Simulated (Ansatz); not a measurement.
PbSe built on the rocksalt prototype, relaxed with r2SCAN in the plane-wave code Ansatz: the symmetry is Fm-3m (No. 225, cubic); a = 6.177 Å in the conventional setting, 29.47 Å³ an atom. Around Pb lie 6 Se at 3.09 Å; around Se lie 6 Pb at 3.09 Å. The primitive cell holds 2 atoms in 58.93 Å³. Non-magnetic throughout; all numbers are computed.

Computed values: PBE gives a gap of 0.37 eV and PBE0 (25 % exact exchange) 1.34 eV; one over PBE's mean ε∞ is 0.048. HSE06+SOC (4×4×4) gives a least gap of 0.24 eV, direct. r2SCAN's ε∞ is 17.02.

**Taking the gap as linear in the share of unscreened exchange, estimate the gap of the hybrid whose share is 1/ε∞.** The slope is (1.34 − 0.37)/0.25 = 3.88 eV per unit share, so E_g ≈ 0.37 + 3.88 × 0.048 = 0.56 eV. The run with that share gives 0.55 eV (6×6×6 mesh), -0.01 eV from the straight line.

**At what wavelength does absorption set in by HSE06+SOC, excitons left aside?** λ = 1239.84 eV nm/E: 5166 nm for the least gap. That lies in the infrared.

**What refractive index and reflectivity at normal incidence follow, below the gap and above the phonons?** n = √17.02 = 4.126; R = ((n − 1)/(n + 1))² = (3.126/5.126)² = 37.2 % a face.

Only the levels marked +SOC include spin-orbit coupling.

The meshes of the hybrids are coarse, so their gaps aren't converged to the digits shown.
